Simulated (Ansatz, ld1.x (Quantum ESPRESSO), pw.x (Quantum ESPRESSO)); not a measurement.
# What a changed setting does to a pw.x run (fcc Ge)

Potential: PAW, ld1.x (Quantum ESPRESSO) 7.5, PBE; core [Ar] 3d10, reference 4s2 4p2; waves: 4s (bound): rcut 1.55, rcutus 1.65 bohr; 4s channel at 0.75 Ry: rcut 1.55, rcutus 1.65 bohr; 4p (bound): rcut 2.05, rcutus 2.55 bohr; 4p channel at 0.05 Ry: rcut 2.05, rcutus 2.55 bohr; 4d channel at 0.25 Ry: rcut 1.80, rcutus 2.15 bohr; local part: all-electron potential smoothed inside 1.25 bohr (lloc = -2); core correction: a·sin(br)/r model core, default radius (core density twice the valence density); augmentation: PSQ, inside the norm-conserving radii.

The reference run (k-mesh 13³, cutoffs 40/320 Ry, Fermi–Dirac 0.01 Ry, mixing_beta 0.4, conv_thr 1e-9, no spin) gives -0.77 GPa at 19.575 Å³/atom, where all-electron LAPW gives 0.01 GPa. This run, with its own iteration cap, changes smearing to mp.

```
&control
  calculation='scf', prefix='x', pseudo_dir='./', outdir='./tmp', tstress=.true., disk_io='none'
/
&system
  ibrav=0, nat=1, ntyp=1, ecutwfc=40, ecutrho=320, nbnd=9,
  occupations='smearing', smearing='mp', degauss=0.01
/
&electrons
  conv_thr=1e-09, mixing_beta=0.4, electron_maxstep=50
/
ATOMIC_SPECIES
Ge 1.0 Ge.UPF
CELL_PARAMETERS angstrom
  0.00000000 2.13906472 2.13906472
  2.13906472 0.00000000 2.13906472
  2.13906472 2.13906472 0.00000000
ATOMIC_POSITIONS crystal
Ge 0.0000 0.0000 0.0000
K_POINTS automatic
13 13 13 0 0 0
```

```bash
pw.x < Ge.scf.in > Ge.scf.out
```

**Question.** How does the run end?

**Answer.** It converges in 6 iterations; the free energy moves by +14.1 meV/atom and the pressure by +0.01 GPa. This scheme is built to cancel the term in the square of the width that Fermi–Dirac smearing leaves in the F of a metal.

```
Message from routine setup:
     using ibrav=0 with symmetry is DISCOURAGED, use correct ibrav instead
     lattice parameter (alat)  =       5.7166  a.u.
     unit-cell volume          =     132.0986 (a.u.)^3
     number of electrons       =         4.00
     number of Kohn-Sham states=            9
     kinetic-energy cutoff     =      40.0000  Ry
     charge density cutoff     =     320.0000  Ry
     scf convergence threshold =      1.0E-09
     Exchange-correlation= SLA  PW   PBX  PBC
     number of k points=    84  Methfessel-Paxton smearing, width (Ry)=  0.0100
     iteration #  1     ecut=    40.00 Ry     beta= 0.40
     total energy              =    -164.09660893 Ry
     estimated scf accuracy    <       0.00172984 Ry
     iteration #  2     ecut=    40.00 Ry     beta= 0.40
     total energy              =    -164.09645913 Ry
     estimated scf accuracy    <       0.00052113 Ry
     iteration #  3     ecut=    40.00 Ry     beta= 0.40
     total energy              =    -164.09648681 Ry
     estimated scf accuracy    <       0.00000289 Ry
     iteration #  4     ecut=    40.00 Ry     beta= 0.40
     total energy              =    -164.09648716 Ry
     estimated scf accuracy    <       0.00000003 Ry
     iteration #  5     ecut=    40.00 Ry     beta= 0.40
     total energy              =    -164.09648717 Ry
     estimated scf accuracy    <          1.1E-09 Ry
     iteration #  6     ecut=    40.00 Ry     beta= 0.40
     the Fermi energy is     7.4513 ev
!    total energy              =    -164.09648717 Ry
     estimated scf accuracy    <          8.8E-11 Ry
     smearing contrib. (-TS)   =       0.00006576 Ry
     The total energy is F=E-TS. E is the sum of the following terms:
     one-electron contribution =       4.20789416 Ry
     hartree contribution      =       0.09264729 Ry
     xc contribution           =      -6.93178173 Ry
     ewald contribution        =      -9.07388917 Ry
     one-center paw contrib.   =    -152.39142348 Ry
     convergence has been achieved in   6 iterations
          total   stress  (Ry/bohr**3)                   (kbar)     P=       -7.64
     Message from routine punch:
     Nothing written, as per user request (disk_io='none')
```

The run took about 5.2 s on one core of a shared host (Neoverse-V2, 96 threads, 742 GiB, load 53).
